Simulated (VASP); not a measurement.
# BeTe (F-43m) in VASP: further runs, part 2 of 2

VASP 6.6.1.

### Step 3. Relaxation of cell and atoms, LDA

This run uses another cell than the first one, of 22.70 Å³/atom, 1.060 times its volume.

Contents of INCAR:

```
SYSTEM = BeTe
PREC = Accurate
ENCUT = 600
EDIFF = 1E-7
ISMEAR = 0
SIGMA = 0.02
LREAL = .False.
LASPH = .True.
NELM = 100
ALGO = Fast
ISIF = 3
LWAVE = .False.
LCHARG = .False.
IBRION = 2
NSW = 100
EDIFFG = -0.002
```

Contents of KPOINTS:

```
Automatic mesh
0
Gamma
  8 8 8
  0 0 0
```

Contents of POSCAR:

```
BeTe
1.0
    0.0000000000      2.8314587900      2.8314587900
    2.8314587900      0.0000000000      2.8314587900
    2.8314587900      2.8314587900      0.0000000000
Be Te
1 1
Direct
    0.0000000000      0.0000000000      0.0000000000
    0.2500000000      0.2500000000      0.2500000000
```

Potentials or basis: VASP PAW LDA potentials, release 64 (Be, Te).

Command:

```sh
$ cat potpaw_LDA.64/Be/POTCAR potpaw_LDA.64/Te/POTCAR > POTCAR
$ mpirun -np 1 vasp_std > vasp.out
```

OUTCAR:

```text
SYSTEM = BeTe
   PREC = Accurate
   ENCUT = 600
   EDIFF = 1E-7
   ISMEAR = 0
   LREAL = .False.
   LASPH = .True.
   NELM = 100
   ISIF = 3
   IBRION = 2
   NSW = 100
   EDIFFG = -0.002

 ion  position               nearest neighbor table
   1  0.000  0.000  0.000-   2 2.45   2 2.45   2 2.45   2 2.45
   2  0.250  0.250  0.250-   1 2.45   1 2.45   1 2.45   1 2.45

  LATTYP: Found a face centered cubic cell.
 ALAT       =     5.6629175800

  Lattice vectors:

 A1 = (   0.0000000000,   2.8314587900,   2.8314587900)
 A2 = (   2.8314587900,   0.0000000000,   2.8314587900)
 A3 = (   2.8314587900,   2.8314587900,   0.0000000000)

Analysis of symmetry for initial positions (statically):
=====================================================================
 Subroutine PRICEL returns:
 Original cell was already a primitive cell.

 Routine SETGRP: Setting up the symmetry group for a
 face centered cubic supercell.

 Subroutine GETGRP returns: Found 24 space group operations
 (whereof 24 operations were pure point group operations)
 out of a pool of 48 trial point group operations.

The static configuration has the point symmetry T_d .

Analysis of symmetry for dynamics (positions and initial velocities):
=====================================================================
 Subroutine PRICEL returns:
 Original cell was already a primitive cell.

 Routine SETGRP: Setting up the symmetry group for a
 face centered cubic supercell.

 Subroutine GETGRP returns: Found 24 space group operations
 (whereof 24 operations were pure point group operations)
 out of a pool of 48 trial point group operations.

The dynamic configuration has the point symmetry T_d .

 Subroutine INISYM returns: Found 24 space group operations
 (whereof 24 operations are pure point group operations),
 and found     1 'primitive' translations

----------------------------------------------------------------------------------------

[... 132 lines left out ...]
--------------------------------------- Ionic step        1  -------------------------------------------

 number of electron       8.0000000 magnetization

 Free energy of the ion-electron system (eV)
  ---------------------------------------------------
  ext. energy  EPLUGINS =         0.00000000
  ---------------------------------------------------
  free energy    TOTEN  =        -8.70291062 eV

  energy without entropy =       -8.70291062  energy(sigma->0) =       -8.70291062

------------------------ aborting loop because EDIFF is reached ----------------------------------------

  FORCE on cell =-STRESS in cart. coord.  units (eV):
  Direction    XX          YY          ZZ          XY          YZ          ZX
  --------------------------------------------------------------------------------------
  -------------------------------------------------------------------------------------
  Total       -0.8735951     -0.8735951     -0.8735951      0.0000000      0.0000000      0.0000000
  in kB      -30.8290434    -30.8290434    -30.8290434      0.0000000      0.0000000      0.0000000
  external PRESSURE =     -30.8290434 kB  Pullay stress =       0.0000000 kB
[... 59 lines left out ...]
--------------------------------------- Ionic step        3  -------------------------------------------

 number of electron       8.0000000 magnetization

 Free energy of the ion-electron system (eV)
  ---------------------------------------------------
  ext. energy  EPLUGINS =         0.00000000
  ---------------------------------------------------
  free energy    TOTEN  =        -8.72678218 eV

  energy without entropy =       -8.72678218  energy(sigma->0) =       -8.72678218

 E-fermi :   5.4904     XC(G=0):  -9.4149

 val. band max:        5.3700676971   @ k =   0.0000   0.0000   0.0000
 cond. band min:       7.1502634426   @ k =   0.5000   0.5000   0.0000
 fundamental gap:      1.7801957454
 Fermi energy:         5.4904347763

 k-point     1 :       0.0000    0.0000    0.0000
  band No.  band energies     occupation
      1      -7.1987      2.00000
      2       5.3701      2.00000
      3       5.3701      2.00000
      4       5.3701      2.00000
      5       8.9229      0.00000
      6       8.9229      0.00000
      7       8.9229      0.00000
      8       9.3699      0.00000
[... 243 lines left out ...]
 k-point    24 :      -0.3750    0.2500    0.1250
  band No.  band energies     occupation
      1      -5.5172      2.00000
      2       0.0437      2.00000
      3       2.3445      2.00000
      4       3.3522      2.00000
      5       9.4918      0.00000
      6       9.7671      0.00000
      7      12.1041      0.00000
      8      13.1621      0.00000

 [... further k-points ...]

------------------------ aborting loop because EDIFF is reached ----------------------------------------

  FORCE on cell =-STRESS in cart. coord.  units (eV):
  Direction    XX          YY          ZZ          XY          YZ          ZX
  --------------------------------------------------------------------------------------
  -------------------------------------------------------------------------------------
  Total        0.0000967      0.0000967      0.0000967     -0.0000000      0.0000000      0.0000000
  in kB        0.0036023      0.0036023      0.0036023     -0.0000000      0.0000000      0.0000000
  external PRESSURE =       0.0036023 kB  Pullay stress =       0.0000000 kB
[... 17 lines left out ...]
  FREE ENERGIE OF THE ION-ELECTRON SYSTEM (eV)
  ---------------------------------------------------
  free  energy   TOTEN  =        -8.7267821779 eV

  energy  without entropy=       -8.7267821779  energy(sigma->0) =       -8.72678218

 reached required accuracy - stopping structural energy minimisation
```

OSZICAR:

```text
N       E                     dE             d eps       ncg     rms          rms(c)
DAV:   1     0.215037617188E+02    0.21504E+02   -0.36385E+03   464   0.909E+02
DAV:   2    -0.804472399839E+01   -0.29548E+02   -0.28573E+02   624   0.966E+01
DAV:   3    -0.886431857402E+01   -0.81959E+00   -0.81959E+00   600   0.228E+01
[... 26 lines left out ...]
RMM:   3    -0.872680818988E+01    0.39111E-03   -0.11253E-03   464   0.206E-01    0.336E-02
RMM:   4    -0.872678901532E+01    0.19175E-04   -0.75352E-05   466   0.798E-02    0.361E-02
RMM:   5    -0.872678218660E+01    0.68287E-05   -0.18852E-05   464   0.378E-02    0.755E-03
RMM:   6    -0.872678213223E+01    0.54370E-07   -0.54872E-06   470   0.194E-02    0.104E-02
RMM:   7    -0.872678217795E+01   -0.45716E-07   -0.76388E-07   449   0.837E-03
   3 F= -.87267822E+01 E0= -.87267822E+01  d E =-.238716E-01
```

It took 20 s on 1 thread of Intel Xeon Platinum 8488C (Sapphire Rapids), shared host; peak memory 0.16 GiB.

Results:

```yaml
Free_energy: -8.7268 eV
Relaxed_volume: 21.51 Å³/atom
Relaxed_cell: a = 3.933 Å, b = 3.933 Å, c = 3.933 Å, α = 60.00°, β = 60.00°, γ = 60.00°
Space_group_after_relaxing_to_0.05_Å: F-43m (No. 216)
Energy_gained_by_relaxing: 11.9 meV/atom
Ionic_steps: 3
Pressure_after_relaxing: 0.0 GPa
Band_gap_on_the_k_mesh: 1.78 eV, indirect (least direct gap 3.55 eV)
```

Step by step:
```tsv
step	energy change (eV)	largest force (eV/Å)	pressure (GPa)	volume (Å³)
1	0.0000	0.0000	-3.08	45.40
2	-0.0230	0.0000	0.66	42.59
3	-0.0239	0.0000	0.00	43.02
```

Final structure:
```
Be Te
1.0
     0.00000    2.78113    2.78113
     2.78113    0.00000    2.78113
     2.78113    2.78113    0.00000
Be Te
1 1
Direct
  0.00000 0.00000 0.00000
  0.25000 0.25000 0.25000
```

Levels at points of the mesh, in eV from the valence-band top:
```csv
k point,band 1,band 2,band 3,band 4,band 5,band 6,band 7,band 8
"(0.00, 0.00, 0.00)",-12.57,0.00,0.00,0.00,3.55,3.55,3.55,4.00
"(0.50, 0.00, 0.00)",-11.14,-5.78,-1.19,-1.19,3.15,4.54,4.54,7.64
"(0.50, 0.50, 0.00)",-10.62,-5.28,-2.79,-2.79,1.78,2.60,9.83,9.83
```

Caveat: spin-orbit coupling is left out, which moves the levels of the heavy elements. A k mesh can miss the band edges.

### Step 4. Single point, LDA

This run uses another cell than the first one, of 22.70 Å³/atom, 1.060 times its volume.

Contents of INCAR:

```
SYSTEM = BeTe
ALGO     = Normal         ! electronic algorithm
EDIFF    = 1E-6           ! SCF threshold, eV
ENCUT    = 520            ! plane-wave cutoff, eV
GGA      = CA             ! functional
ISIF     = 2              ! what is computed and relaxed
ISMEAR   = 0              ! smearing method
LASPH    = .True.         ! aspherical terms in the spheres
LCHARG   = .False.        ! write CHGCAR
LREAL    = .False.        ! projectors in reciprocal space
LWAVE    = .False.        ! write WAVECAR
NBANDS   = 11             ! bands
NELM     = 100            ! most SCF steps
PREC     = Accurate       ! precision mode
SIGMA    = 0.1            ! smearing width, eV
```

Contents of KPOINTS:

```
k-points
0
Gamma
  6 6 6
  0 0 0
```

POSCAR is that of step 3.

Potentials or basis: VASP PAW LDA potentials, release 64 (Be, Te).

Command:

```sh
$ cat potpaw_LDA.64/Be/POTCAR potpaw_LDA.64/Te/POTCAR > POTCAR
$ mpirun -np 1 vasp_std > vasp.out
```

OUTCAR:

```text
SYSTEM = BeTe
   EDIFF = 1E-6
   ENCUT = 520
   GGA = CA
   ISIF = 2
   ISMEAR = 0
   LASPH = .True.
   LREAL = .False.
   NELM = 100
   PREC = Accurate

 ion  position               nearest neighbor table
   1  0.000  0.000  0.000-   2 2.45   2 2.45   2 2.45   2 2.45
   2  0.250  0.250  0.250-   1 2.45   1 2.45   1 2.45   1 2.45

  LATTYP: Found a face centered cubic cell.
 ALAT       =     5.6629175800

  Lattice vectors:

 A1 = (   0.0000000000,   2.8314587900,   2.8314587900)
 A2 = (   2.8314587900,   0.0000000000,   2.8314587900)
 A3 = (   2.8314587900,   2.8314587900,   0.0000000000)

Analysis of symmetry for initial positions (statically):
=====================================================================
 Subroutine PRICEL returns:
 Original cell was already a primitive cell.

 Routine SETGRP: Setting up the symmetry group for a
 face centered cubic supercell.

 Subroutine GETGRP returns: Found 24 space group operations
 (whereof 24 operations were pure point group operations)
 out of a pool of 48 trial point group operations.

The static configuration has the point symmetry T_d .

Analysis of symmetry for dynamics (positions and initial velocities):
=====================================================================
 Subroutine PRICEL returns:
 Original cell was already a primitive cell.

 Routine SETGRP: Setting up the symmetry group for a
 face centered cubic supercell.

 Subroutine GETGRP returns: Found 24 space group operations
 (whereof 24 operations were pure point group operations)
 out of a pool of 48 trial point group operations.

The dynamic configuration has the point symmetry T_d .

 Subroutine INISYM returns: Found 24 space group operations
 (whereof 24 operations are pure point group operations),
 and found     1 'primitive' translations

----------------------------------------------------------------------------------------

                                     Primitive cell

  volume of cell :      45.4005

  direct lattice vectors                    reciprocal lattice vectors
     0.000000000  2.831458790  2.831458790    -0.176587419  0.176587419  0.176587419
     2.831458790  0.000000000  2.831458790     0.176587419 -0.176587419  0.176587419
     2.831458790  2.831458790  0.000000000     0.176587419  0.176587419 -0.176587419

  length of vectors
     4.004287422  4.004287422  4.004287422     0.305858382  0.305858382  0.305858382

  position of ions in fractional coordinates (direct lattice)
     0.000000000  0.000000000  0.000000000
     0.250000000  0.250000000  0.250000000

  ion indices of the primitive-cell ions
   primitive index   ion index
                 1           1
                 2           2

----------------------------------------------------------------------------------------

 KPOINTS: k-points

Automatic generation of k-mesh.
 Grid dimensions read from file:
 generate k-points for:    6    6    6

 Generating k-lattice:

  Cartesian coordinates                     Fractional coordinates (reciprocal lattice)
    -0.029431237  0.029431237  0.029431237     0.166666667  0.000000000  0.000000000
     0.029431237 -0.029431237  0.029431237     0.000000000  0.166666667  0.000000000
     0.029431237  0.029431237 -0.029431237     0.000000000  0.000000000  0.166666667

  Length of vectors
     0.050976397  0.050976397  0.050976397

  Shift w.r.t. Gamma in fractional coordinates (k-lattice)
     0.000000000  0.000000000  0.000000000

 Subroutine IBZKPT returns following result:
 ===========================================

 Found     16 irreducible k-points:

 Following reciprocal coordinates:
            Coordinates               Weight
  0.000000  0.000000  0.000000      1.000000
  0.166667  0.000000  0.000000      8.000000
  0.333333  0.000000  0.000000      8.000000
  0.500000  0.000000  0.000000      4.000000
  0.166667  0.166667  0.000000      6.000000
  0.333333  0.166667  0.000000     24.000000
[... 8 lines left out ...]
 -0.333333  0.333333  0.166667     24.000000
 -0.333333  0.500000  0.166667     12.000000
   k-points           NKPTS =     16   k-points in BZ     NKDIM =     16   number of bands    NBANDS=     11
   number of dos      NEDOS =    301   number of ions     NIONS =      2
   total plane-waves  NPLWV =  27000
   dimension x,y,z NGX =    30 NGY =   30 NGZ =   30
   dimension x,y,z NGXF=    60 NGYF=   60 NGZF=   60
   ions per type =               1   1
   NGX,Y,Z   is equivalent  to a cutoff of  12.46, 12.46, 12.46 a.u.
   NGXF,Y,Z  is equivalent  to a cutoff of  24.91, 24.91, 24.91 a.u.
 SYSTEM =  BeTe
   PREC   = accura    normal or accurate (medium, high low for compatibility)
   ISTART =      0    job   : 0-new  1-cont  2-samecut
   ICHARG =      2    charge: 1-file 2-atom 10-const
   ISPIN  =      1    spin polarized calculation?
   LNONCOLLINEAR =      F non collinear calculations
   LSORBIT =      F    spin-orbit coupling
   LASPH  =      T    aspherical Exc in radial PAW
   ENCUT  =  520.0 eV  38.22 Ry    6.18 a.u.   7.45  7.45  7.45*2*pi/ulx,y,z
   NELM   =    100;   NELMIN=  2; NELMDL= -5     # of ELM steps
   EDIFF  = 0.1E-05   stopping-criterion for ELM
   LREAL  =      F    real-space projection
   EDIFFG = 0.1E-04   stopping-criterion for IOM
   NSW    =      0    number of steps for IOM
   IBRION =     -1    ionic relax: 0-MD 1-quasi-New 2-CG
   NFREE  =      0    steps in history (QN), initial steepest desc. (CG)
   ISIF   =      2    stress and relaxation
   ISYM   =      2    0-nonsym 1-usesym 2-fastsym
   POTIM  = 0.5000    time-step for ionic-motion
   TEBEG  =    0.0;   TEEND  =   0.0 temperature during run
   PSTRESS=    0.0 pullay stress
   NELECT =       8.0000    total number of electrons
   NUPDOWN=      -1.0000    fix difference up-down
   EMIN   =  10.00;   EMAX   =-10.00  energy-range for DOS
   EFERMI =   0.00;   METHOD = LEGACY
   ISMEAR =     0;   SIGMA  =   0.10  broadening in eV -4-tet -1-fermi 0-gaus
   EFERMI_NEDOS =   21; number of points for ismear=-14 and -15
   IALGO  =     38    algorithm
   IMIX   =      4    mixing-type and parameters
     AMIX     =   0.40;   BMIX     =  1.00
     AMIX_MAG =   1.60;   BMIX_MAG =  1.00
  volume/ion in A,a.u.               =      22.70       153.19
  Fermi-wavevector in a.u.,A,eV,Ry     =   0.917807  1.734403 11.461129  0.842369
  Thomas-Fermi vector in A             =   2.042817
   LORBIT       =      0    0 simple, 1 ext, 2 COOP (PROOUT), +10 PAW based schemes
   GGA     = CA    functional components
   LHFCALC =     F    Hartree Fock is set to
   AEXX    =    0.0000 exact exchange contribution
   IVDW    =     0    specifies the selected vdW correction
   LEPSILON=     F    determine dielectric tensor
   LRPA    =     F    only Hartree local field effects (RPA)
 non-spin polarized calculation
 Gauss-broadening in eV      SIGMA  =   0.10
  energy-cutoff  :      520.00
  volume of cell :       45.40
 maximum number of plane-waves:      1243
 NGX is ok and might be reduce to    30
   NGX = 15   NGY = 15   NGZ = 15

 number of electron       8.0000001 magnetization

 Free energy of the ion-electron system (eV)
  ---------------------------------------------------
  ext. energy  EPLUGINS =         0.00000000
  ---------------------------------------------------
  free energy    TOTEN  =        -8.69712464 eV

  energy without entropy =       -8.69712464  energy(sigma->0) =       -8.69712464

 E-fermi :   5.1817     XC(G=0):  -9.2059

 val. band max:        4.7614699039   @ k =   0.0000   0.0000   0.0000
 cond. band min:       6.6665624289   @ k =   0.5000   0.5000   0.0000
 fundamental gap:      1.9050925250
 Fermi energy:         5.1816742487

 k-point     1 :       0.0000    0.0000    0.0000
  band No.  band energies     occupation
      1      -7.4513      2.00000
      2       4.7615      2.00000
      3       4.7615      2.00000
      4       4.7615      2.00000
      5       8.3568      0.00000
      6       8.3568      0.00000
      7       8.3568      0.00000
      8       8.3654      0.00000
      9      12.9010      0.00000
     10      14.9630      0.00000
     11      14.9630      0.00000
[... 197 lines left out ...]
 k-point    16 :      -0.3333    0.5000    0.1667
  band No.  band energies     occupation
      1      -5.6689      2.00000
      2       0.1013      2.00000
      3       1.4450      2.00000
      4       1.7372      2.00000
      5       8.3876      0.00000
      6       8.9964      0.00000
      7      11.9497      0.00000
      8      12.2571      0.00000
      9      15.4517      0.00000
     10      16.2939      0.00000
     11      17.3875      0.00000

------------------------ aborting loop because EDIFF is reached ----------------------------------------

  FORCE on cell =-STRESS in cart. coord.  units (eV):
  Direction    XX          YY          ZZ          XY          YZ          ZX
  --------------------------------------------------------------------------------------
  -------------------------------------------------------------------------------------
  Total       -0.8599049     -0.8599049     -0.8599049      0.0000000      0.0000000      0.0000000
  in kB      -30.3459193    -30.3459193    -30.3459193      0.0000000      0.0000000      0.0000000
  external PRESSURE =     -30.3459193 kB  Pullay stress =       0.0000000 kB

 VOLUME and BASIS-vectors are now :
 -----------------------------------------------------------------------------
  energy-cutoff  :      520.00
  volume of cell :       45.40
      direct lattice vectors                 reciprocal lattice vectors
     0.000000000  2.831458790  2.831458790    -0.176587419  0.176587419  0.176587419
     2.831458790  0.000000000  2.831458790     0.176587419 -0.176587419  0.176587419
     2.831458790  2.831458790  0.000000000     0.176587419  0.176587419 -0.176587419

 POSITION                                       TOTAL-FORCE (eV/Angst)
 -----------------------------------------------------------------------------------
      0.00000      0.00000      0.00000        -0.000000     -0.000000     -0.000000
      1.41573      1.41573      1.41573         0.000000      0.000000      0.000000
 -----------------------------------------------------------------------------------
    total drift:                                0.000000      0.000000      0.000000

  FREE ENERGIE OF THE ION-ELECTRON SYSTEM (eV)
  ---------------------------------------------------
  free  energy   TOTEN  =        -8.6971246364 eV

  energy  without entropy=       -8.6971246363  energy(sigma->0) =       -8.69712464
```

It used 4.9 s of CPU time on 1 thread of Intel(R) Xeon(R) Platinum 8488C (Sapphire Rapids) (shared host), which was overloaded at the time.

Results:

- Free energy: -8.6971 eV
- Pressure: -3.0 GPa
- Band gap on the k mesh: 1.91 eV, indirect (least direct gap 3.60 eV)

Levels at points of the mesh, in eV from the valence-band top:
```tsv
k point	band 1	band 2	band 3	band 4	band 5	band 6	band 7	band 8	band 9
(0.00, 0.00, 0.00)	-12.21	0.00	0.00	0.00	3.60	3.60	3.60	3.60	8.14
(0.50, 0.00, 0.00)	-10.92	-5.43	-1.10	-1.10	3.00	4.56	4.56	7.64	10.66
(0.50, 0.50, 0.00)	-10.45	-4.99	-2.59	-2.59	1.91	2.67	9.49	9.49	11.26
```

Caveat: spin-orbit coupling is left out, which moves the levels of the heavy elements.

### Step 5. The runs side by side

| task | cell | k mesh | cutoff (eV) | smearing | gap on the mesh (eV) | pressure (GPa) |
| --- | --- | --- | --- | --- | --- | --- |
| single point | F-43m, 21.43 Å³/atom | 8 × 8 × 8 | 520 | gaussian 0.02 eV | 1.77 | 0.3 |
| relaxation of cell and atoms | relaxed | 8 × 8 × 8 | 600 | gaussian 0.02 eV | 1.78 | 0.0 |
| single point | F-43m, 22.7 Å³/atom | 6 × 6 × 6 | 520 | gaussian 0.1 eV | 1.91 | -3.0 |

Alike in all rows: level LDA; potentials or basis VASP PAW LDA potentials, release 64 (Be, Te); no spin polarisation.

Caveats: spin-orbit coupling is left out, which moves the levels of the heavy elements.

Absolute energies hang on the potentials; compare differences alone.
